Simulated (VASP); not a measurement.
# VASP 6.6.1 run: BAs

INCAR

```
GGA = PS
SIGMA = 0.02
NSW = 40
LASPH = .TRUE.
IBRION = 2
EDIFFG = -5E-3
ISIF = 7
ISMEAR = -1
PREC = Single
NBANDS = 11
NELM = 80
LREAL = .FALSE.
ISPIN = 2
EDIFF = 1E-7
LWAVE = .FALSE.
MAGMOM = 2 -2
ENCUT = 600
LCHARG = .FALSE.
```

KPOINTS

```
KPOINTS created by Atomic Simulation Environment
0
Gamma
8 8 8
0 0 0
```

POSCAR

```
B  As
 1.0000000000000000
     0.0000000000000000    2.3052873175144932    2.3052873175144932
     2.3052873175144932    0.0000000000000000    2.3052873175144932
     2.3052873175144932    2.3052873175144932    0.0000000000000000
 B   As
   1   1
Cartesian
 -0.0000000000000000 -0.0000000000000000  0.0000000000000000
  2.3052873175144932  2.3052873175144932  2.3052873175144932
```

The recommended PBE PAW datasets give the neutral cell 8 valence electrons.

Command

```
mpirun -np 1 vasp_std
```

OSZICAR

```
N       E                     dE             d eps       ncg     rms          rms(c)
DAV:   1     0.152566983400E+02    0.15257E+02   -0.43140E+03  1276   0.738E+02
DAV:   2    -0.927216607227E+01   -0.24529E+02   -0.23800E+02  1735   0.111E+02
DAV:   3    -0.100093194650E+02   -0.73715E+00   -0.73053E+00  1543   0.173E+01
DAV:   4    -0.100111736908E+02   -0.18542E-02   -0.18538E-02  1437   0.924E-01
DAV:   5    -0.100111750248E+02   -0.13340E-05   -0.13345E-05  1477   0.285E-02    0.525E+00
DAV:   6    -0.104547925793E+02   -0.44362E+00   -0.28519E+00  1328   0.626E+00    0.210E+00
DAV:   7    -0.105028809241E+02   -0.48088E-01   -0.21828E-01  1444   0.212E+00    0.111E+00
DAV:   8    -0.105033789572E+02   -0.49803E-03   -0.15793E-02  1416   0.906E-01    0.577E-01
DAV:   9    -0.105054384197E+02   -0.20595E-02   -0.22533E-03  1408   0.421E-01    0.150E-01
DAV:  10    -0.105057258668E+02   -0.28745E-03   -0.37019E-04  1359   0.839E-02    0.440E-02
...
DAV:   7    -0.105081516643E+02    0.10442E-07   -0.14858E-08   782   0.720E-04
   2 F= -.10508152E+02 E0= -.10507470E+02  d E =-.235007E-02  mag=    -0.0000
       N       E                     dE             d eps       ncg     rms          rms(c)
DAV:   1    -0.105094630833E+02   -0.13114E-02   -0.18598E-02  1288   0.759E-01    0.125E-01
DAV:   2    -0.105090086594E+02    0.45442E-03   -0.89879E-04  1306   0.142E-01    0.632E-02
DAV:   3    -0.105088863364E+02    0.12232E-03   -0.20604E-04  1357   0.658E-02    0.190E-02
DAV:   4    -0.105088695685E+02    0.16768E-04   -0.21077E-05  1369   0.253E-02    0.679E-03
DAV:   5    -0.105088692791E+02    0.28938E-06   -0.92860E-07  1400   0.496E-03    0.392E-03
DAV:   6    -0.105088693591E+02   -0.80022E-07   -0.66387E-08   845   0.141E-03
   3 F= -.10508869E+02 E0= -.10508145E+02  d E =-.306776E-02  mag=    -0.0000
```

Standard output (part)

```
POSCAR found type information on POSCAR B As
 POSCAR found :  2 types and       2 ions
 LDA part: xc-table for (Slater+PW92), standard interpolation
 POSCAR, INCAR and KPOINTS ok, starting setup
 WAVECAR not read
 entering main loop
 curvature:   0.00 expect dE= 0.000E+00 dE for cont linesearch  0.000E+00
 search vector abs. value=  0.892E-02
 bond charge predicted
 trial-energy change:   -0.002350  1 .order   -0.002226   -0.008920    0.004469
 bond charge predicted
 curvature:  -0.33 expect dE=-0.113E-07 dE for cont linesearch -0.113E-07
 search vector abs. value=  0.340E-07
 reached required accuracy - stopping structural energy minimisation
```

| ionic step | ΔE (meV/atom) | volume (Å³) | largest force (eV/Å) | pressure (GPa) | electronic steps |
| --- | --- | --- | --- | --- | --- |
| 1 | 0.0 | 24.50 | 0.000 | -2.30 | 15 |
| 2 | -1.2 | 23.88 | 0.000 | 1.18 | 7 |
| 3 | -1.5 | 24.08 | 0.000 | 0.00 | 6 |

It converged. Results: relaxed cell vector lengths 3.241, 3.241, 3.241 Å; relaxed cell volume 24.08 Å³; magnetic moment of the cell 0.00 μB.

For comparison, a separate PBEsol relaxation on usual settings, not on those above, ends at 24.08 Å³.

The run above took about 46 s on one core of a shared host (Intel Xeon Platinum 8488C) and held 0.13 GiB at most.
